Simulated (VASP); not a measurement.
# Mg2Ge (Fm-3m) in VASP: a series of runs

One crystal, Mg2Ge, is run at these levels: PBEsol; tasks: relaxation of cell and atoms, electrostatic potential.

All numbers are computed with VASP 6.6.1; they aren't measurements. Logs are shortened: lines on timing, memory, paths and dates and some standing lists are left out, and cuts for length are marked.

**1. The structure**

The structure is cubic, space group Fm-3m (No. 225). Conventional cell: a = 6.370 Å, b = 6.370 Å, c = 6.370 Å, α = 90.00°, β = 90.00°, γ = 90.00°. Ge (site symmetry m-3m) has 8 Mg at 2.76 Å as nearest neighbours. Around Mg (site symmetry -43m) lie 4 Ge at 2.76 Å.

The cell was built by a generator and needn't be a form met in nature.

**2. Relaxation of cell and atoms, PBEsol**

INCAR reads:

```
SYSTEM = Mg2Ge
PREC = Accurate
ENCUT = 600
EDIFF = 1E-6
ISMEAR = 0
SIGMA = 0.02
LREAL = .False.
LASPH = .True.
NELM = 120
ALGO = Fast
ISIF = 3
LWAVE = .False.
LCHARG = .False.
GGA = PS
IBRION = 2
NSW = 60
EDIFFG = -0.005
```

KPOINTS reads:

```
regular mesh
0
Gamma
  10 10 10
  0 0 0
```

POSCAR reads:

```
Mg2Ge
1.0
    0.0000000000      3.1850000000      3.1850000000
    3.1850000000      0.0000000000      3.1850000000
    3.1850000000      3.1850000000      0.0000000000
Ge Mg
1 2
Direct
    0.0000000000      0.0000000000      0.0000000000
    0.2500000000      0.2500000000      0.2500000000
    0.7500000000      0.7500000000      0.7500000000
```

Potentials or basis: VASP PAW PBE potentials, release 64 (Ge_d, Mg).

Started as:

```bash
$ cat potpaw_PBE.64/Ge_d/POTCAR potpaw_PBE.64/Mg/POTCAR > POTCAR
$ mpirun -np 1 vasp_std > vasp.out
```

OUTCAR:

```text
SYSTEM = Mg2Ge
   PREC = Accurate
   ENCUT = 600
   EDIFF = 1E-6
   ISMEAR = 0
   LREAL = .False.
   LASPH = .True.
   NELM = 120
   ISIF = 3
   GGA = PS
   IBRION = 2
   NSW = 60
   EDIFFG = -0.005

 ion  position               nearest neighbor table
   1  0.000  0.000  0.000-   3 2.76   3 2.76   3 2.76   2 2.76   2 2.76   2 2.76   3 2.76   2 2.76

   2  0.250  0.250  0.250-   1 2.76   1 2.76   1 2.76   1 2.76   3 3.19   3 3.19   3 3.19   3 3.19
                             3 3.19   3 3.19
   3  0.750  0.750  0.750-   1 2.76   1 2.76   1 2.76   1 2.76   2 3.19   2 3.19   2 3.19   2 3.19
                             2 3.19   2 3.19

  LATTYP: Found a face centered cubic cell.
 ALAT       =     6.3700000000

  Lattice vectors:

 A1 = (   0.0000000000,   3.1850000000,   3.1850000000)
 A2 = (   3.1850000000,   0.0000000000,   3.1850000000)
 A3 = (   3.1850000000,   3.1850000000,   0.0000000000)

Analysis of symmetry for initial positions (statically):
=====================================================================
 Subroutine PRICEL returns:
 Original cell was already a primitive cell.

 Routine SETGRP: Setting up the symmetry group for a
 face centered cubic supercell.

 Subroutine GETGRP returns: Found 48 space group operations
 (whereof 48 operations were pure point group operations)
 out of a pool of 48 trial point group operations.

The static configuration has the point symmetry O_h .

Analysis of symmetry for dynamics (positions and initial velocities):
=====================================================================
 Subroutine PRICEL returns:
 Original cell was already a primitive cell.

 Routine SETGRP: Setting up the symmetry group for a
 face centered cubic supercell.

 Subroutine GETGRP returns: Found 48 space group operations
 (whereof 48 operations were pure point group operations)
 out of a pool of 48 trial point group operations.

The dynamic configuration has the point symmetry O_h .

 Subroutine INISYM returns: Found 48 space group operations
 (whereof 48 operations are pure point group operations),
 and found     1 'primitive' translations

----------------------------------------------------------------------------------------

                                     Primitive cell

  volume of cell :      64.6187

  direct lattice vectors                    reciprocal lattice vectors
     0.000000000  3.185000000  3.185000000    -0.156985871  0.156985871  0.156985871
     3.185000000  0.000000000  3.185000000     0.156985871 -0.156985871  0.156985871
     3.185000000  3.185000000  0.000000000     0.156985871  0.156985871 -0.156985871

  length of vectors
     4.504270196  4.504270196  4.504270196     0.271907505  0.271907505  0.271907505

  position of ions in fractional coordinates (direct lattice)
     0.000000000  0.000000000  0.000000000
     0.250000000  0.250000000  0.250000000
     0.750000000  0.750000000  0.750000000

  ion indices of the primitive-cell ions
   primitive index   ion index
                 1           1
                 2           2
                 3           3

----------------------------------------------------------------------------------------

 KPOINTS: regular mesh

Automatic generation of k-mesh.
 Grid dimensions read from file:
 generate k-points for:   10   10   10

 Generating k-lattice:

  Cartesian coordinates                     Fractional coordinates (reciprocal lattice)
    -0.015698587  0.015698587  0.015698587     0.100000000  0.000000000  0.000000000
     0.015698587 -0.015698587  0.015698587     0.000000000  0.100000000  0.000000000
     0.015698587  0.015698587 -0.015698587     0.000000000  0.000000000  0.100000000

  Length of vectors
     0.027190751  0.027190751  0.027190751

  Shift w.r.t. Gamma in fractional coordinates (k-lattice)
     0.000000000  0.000000000  0.000000000

 Subroutine IBZKPT returns following result:
 ===========================================

 Found     47 irreducible k-points:

 Following reciprocal coordinates:
            Coordinates               Weight
  0.000000  0.000000  0.000000      1.000000
  0.100000  0.000000  0.000000      8.000000
  0.200000  0.000000  0.000000      8.000000
  0.300000  0.000000  0.000000      8.000000
  0.400000  0.000000  0.000000      8.000000
  0.500000  0.000000  0.000000      4.000000
[... 16 lines left out ...]
  0.300000  0.300000  0.000000      6.000000
  0.400000  0.300000  0.000000     24.000000
 [... further k-points ...]
   k-points           NKPTS =     47   k-points in BZ     NKDIM =     47   number of bands    NBANDS=     13
   number of dos      NEDOS =    301   number of ions     NIONS =      3
   total plane-waves  NPLWV =  46656
   dimension x,y,z NGX =    36 NGY =   36 NGZ =   36
   dimension x,y,z NGXF=    72 NGYF=   72 NGZF=   72
   ions per type =               1   2
   NGX,Y,Z   is equivalent  to a cutoff of  13.29, 13.29, 13.29 a.u.
   NGXF,Y,Z  is equivalent  to a cutoff of  26.57, 26.57, 26.57 a.u.
 SYSTEM =  Mg2Ge
   PREC   = accura    normal or accurate (medium, high low for compatibility)
   ISTART =      0    job   : 0-new  1-cont  2-samecut
   ICHARG =      2    charge: 1-file 2-atom 10-const
   ISPIN  =      1    spin polarized calculation?
   LNONCOLLINEAR =      F non collinear calculations
   LSORBIT =      F    spin-orbit coupling
   LASPH  =      T    aspherical Exc in radial PAW
   ENCUT  =  600.0 eV  44.10 Ry    6.64 a.u.   9.00  9.00  9.00*2*pi/ulx,y,z
   NELM   =    120;   NELMIN=  2; NELMDL= -5     # of ELM steps
   EDIFF  = 0.1E-05   stopping-criterion for ELM
   LREAL  =      F    real-space projection
   EDIFFG = -.5E-02   stopping-criterion for IOM
   NSW    =     60    number of steps for IOM
   IBRION =      2    ionic relax: 0-MD 1-quasi-New 2-CG
   NFREE  =      1    steps in history (QN), initial steepest desc. (CG)
   ISIF   =      3    stress and relaxation
   ISYM   =      2    0-nonsym 1-usesym 2-fastsym
   POTIM  = 0.5000    time-step for ionic-motion
   TEBEG  =    0.0;   TEEND  =   0.0 temperature during run
   PSTRESS=    0.0 pullay stress
   NELECT =      18.0000    total number of electrons
   NUPDOWN=      -1.0000    fix difference up-down
   EMIN   =  10.00;   EMAX   =-10.00  energy-range for DOS
   EFERMI =   0.00;   METHOD = LEGACY
   ISMEAR =     0;   SIGMA  =   0.02  broadening in eV -4-tet -1-fermi 0-gaus
   EFERMI_NEDOS =   21; number of points for ismear=-14 and -15
   IALGO  =     68    algorithm
   IMIX   =      4    mixing-type and parameters
     AMIX     =   0.40;   BMIX     =  1.00
     AMIX_MAG =   1.60;   BMIX_MAG =  1.00
  volume/ion in A,a.u.               =      21.54       145.36
  Fermi-wavevector in a.u.,A,eV,Ry     =   1.069169  2.020436 15.553115  1.143122
  Thomas-Fermi vector in A             =   2.204840
   LORBIT       =      0    0 simple, 1 ext, 2 COOP (PROOUT), +10 PAW based schemes
   GGA     = PS    functional components
   LHFCALC =     F    Hartree Fock is set to
   AEXX    =    0.0000 exact exchange contribution
   IVDW    =     0    specifies the selected vdW correction
   LEPSILON=     F    determine dielectric tensor
   LRPA    =     F    only Hartree local field effects (RPA)
 conjugate gradient relaxation of ions
 non-spin polarized calculation
 RMM-DIIS sequential band-by-band and
 Gauss-broadening in eV      SIGMA  =   0.02
  energy-cutoff  :      600.00
  volume of cell :       64.62
 maximum number of plane-waves:      2182
   NGX = 17   NGY = 17   NGZ = 17

--------------------------------------- Ionic step        1  -------------------------------------------

 number of electron      18.0000008 magnetization

 Free energy of the ion-electron system (eV)
  ---------------------------------------------------
  ext. energy  EPLUGINS =         0.00000000
  ---------------------------------------------------
  free energy    TOTEN  =        -9.24549393 eV

  energy without entropy =       -9.24549308  energy(sigma->0) =       -9.24549351

------------------------ aborting loop because EDIFF is reached ----------------------------------------

  FORCE on cell =-STRESS in cart. coord.  units (eV):
  Direction    XX          YY          ZZ          XY          YZ          ZX
  --------------------------------------------------------------------------------------
  -------------------------------------------------------------------------------------
  Total       -0.0987519     -0.0987519     -0.0987519     -0.0000000      0.0000000     -0.0000000
  in kB       -2.4484867     -2.4484867     -2.4484867     -0.0000000      0.0000000     -0.0000000
  external PRESSURE =      -2.4484867 kB  Pullay stress =       0.0000000 kB

 VOLUME and BASIS-vectors are now :
 -----------------------------------------------------------------------------
  energy-cutoff  :      600.00
  volume of cell :       64.62
      direct lattice vectors                 reciprocal lattice vectors
     0.000000000  3.185000000  3.185000000    -0.156985871  0.156985871  0.156985871
     3.185000000  0.000000000  3.185000000     0.156985871 -0.156985871  0.156985871
     3.185000000  3.185000000  0.000000000     0.156985871  0.156985871 -0.156985871

 POSITION                                       TOTAL-FORCE (eV/Angst)
 -----------------------------------------------------------------------------------
      0.00000      0.00000      0.00000        -0.000000     -0.000000     -0.000000
      1.59250      1.59250      1.59250         0.000000      0.000000      0.000000
      4.77750      4.77750      4.77750        -0.000000      0.000000     -0.000000
 -----------------------------------------------------------------------------------
    total drift:                               -0.000000      0.000000      0.000000

  FREE ENERGIE OF THE ION-ELECTRON SYSTEM (eV)
  ---------------------------------------------------
  free  energy   TOTEN  =        -9.2454939344 eV

  energy  without entropy=       -9.2454930813  energy(sigma->0) =       -9.24549351

--------------------------------------- Ionic step        2  -------------------------------------------

 number of electron      18.0000006 magnetization

 Free energy of the ion-electron system (eV)
  ---------------------------------------------------
  ext. energy  EPLUGINS =         0.00000000
  ---------------------------------------------------
  free energy    TOTEN  =        -9.24568538 eV

  energy without entropy =       -9.24568408  energy(sigma->0) =       -9.24568473

 E-fermi :   3.5457     XC(G=0):  -9.2267

 val. band max:        3.5059195750   @ k =   0.0000   0.0000   0.0000
 cond. band min:       3.5854734699   @ k =   0.5000   0.5000   0.0000
 fundamental gap:      0.0795538950
 Fermi energy:         3.5456959289

 k-point     1 :       0.0000    0.0000    0.0000
  band No.  band energies     occupation
      1     -20.1279      2.00000
      2     -20.1279      2.00000
      3     -20.1279      2.00000
      4     -20.1089      2.00000
      5     -20.1089      2.00000
      6      -6.2964      2.00000
      7       3.5059      1.99509
      8       3.5059      1.99509
      9       3.5059      1.99509
     10       4.5549      0.00000
     11       6.3542      0.00000
     12       6.3542      0.00000
     13       6.3542      0.00000

 k-point     2 :       0.1000    0.0000    0.0000
  band No.  band energies     occupation
      1     -20.1279      2.00000
      2     -20.1278      2.00000
      3     -20.1278      2.00000
      4     -20.1089      2.00000
      5     -20.1089      2.00000
      6      -6.2122      2.00000
      7       2.4964      2.00000
      8       3.3997      2.00000
      9       3.3997      2.00000
     10       5.1176      0.00000
     11       6.5466      0.00000
[... 339 lines left out ...]
 k-point    24 :       0.4000    0.3000    0.0000
  band No.  band energies     occupation
      1     -20.1287      2.00000
      2     -20.1261      2.00000
      3     -20.1260      2.00000
      4     -20.1095      2.00000
      5     -20.1081      2.00000
      6      -5.0676      2.00000
      7      -0.2999      2.00000
      8       1.4295      2.00000
      9       1.7992      2.00000
     10       4.3223      0.00000
     11       4.9338      0.00000
     12       9.1157      0.00000
     13       9.3963      0.00000

 [... further k-points ...]

------------------------ aborting loop because EDIFF is reached ----------------------------------------

  FORCE on cell =-STRESS in cart. coord.  units (eV):
  Direction    XX          YY          ZZ          XY          YZ          ZX
  --------------------------------------------------------------------------------------
  -------------------------------------------------------------------------------------
  Total        0.0068673      0.0068673      0.0068673     -0.0000000      0.0000000     -0.0000000
  in kB        0.1710844      0.1710844      0.1710844     -0.0000000      0.0000000     -0.0000000
  external PRESSURE =       0.1710844 kB  Pullay stress =       0.0000000 kB

 VOLUME and BASIS-vectors are now :
 -----------------------------------------------------------------------------
  energy-cutoff  :      600.00
  volume of cell :       64.31
      direct lattice vectors                 reciprocal lattice vectors
    -0.000000000  3.179942163  3.179942163    -0.157235564  0.157235564  0.157235564
     3.179942163  0.000000000  3.179942163     0.157235564 -0.157235564  0.157235564
     3.179942163  3.179942163 -0.000000000     0.157235564  0.157235564 -0.157235564

 POSITION                                       TOTAL-FORCE (eV/Angst)
 -----------------------------------------------------------------------------------
      3.17994      6.35988      3.17994         0.000000     -0.000000      0.000000
      1.58997      1.58997      1.58997         0.000000     -0.000000      0.000000
      4.76991      4.76991      4.76991        -0.000000      0.000000     -0.000000
 -----------------------------------------------------------------------------------
    total drift:                                0.000000      0.000000      0.000000

  FREE ENERGIE OF THE ION-ELECTRON SYSTEM (eV)
  ---------------------------------------------------
  free  energy   TOTEN  =        -9.2456853812 eV

  energy  without entropy=       -9.2456840849  energy(sigma->0) =       -9.24568473

 reached required accuracy - stopping structural energy minimisation
```

Wall time 30 s (1 thread of Intel Xeon 6975P-C (Granite Rapids), shared host); peak memory 0.24 GiB.

Results:

```
Free energy                            : -9.2457 eV
Relaxed volume                         : 21.44 Å³/atom
Relaxed cell                           : a = 4.497 Å, b = 4.497 Å, c = 4.497 Å, α = 60.00°, β = 60.00°, γ = 60.00°
Space group after relaxing (to 0.05 Å) : Fm-3m (No. 225)
Energy gained by relaxing              : 0.1 meV/atom
Ionic steps                            : 2
Pressure after relaxing                : 0.0 GPa
Band gap on the k mesh                 : 0.08 eV, indirect (least direct gap 1.05 eV)
```

The path:
| step | energy change (eV) | largest force (eV/Å) | pressure (GPa) | volume (Å³) |
| --- | --- | --- | --- | --- |
| 1 | 0.0000 | 0.0000 | -0.24 | 64.62 |
| 2 | -0.0002 | 0.0000 | 0.02 | 64.31 |

Final structure:
```
Ge Mg
1.0
     0.00000    3.17994    3.17994
     3.17994    0.00000    3.17994
     3.17994    3.17994    0.00000
Ge Mg
1 2
Direct
  0.00000 0.00000 0.00000
  0.25000 0.25000 0.25000
  0.75000 0.75000 0.75000
```

Caveat: the PAW data sets were made with another functional, which shifts forces and pressure a little. Expect the measured gap to be larger: semilocal functionals such as PBEsol lack the derivative discontinuity.

(Part 1 of 2 ends here.)
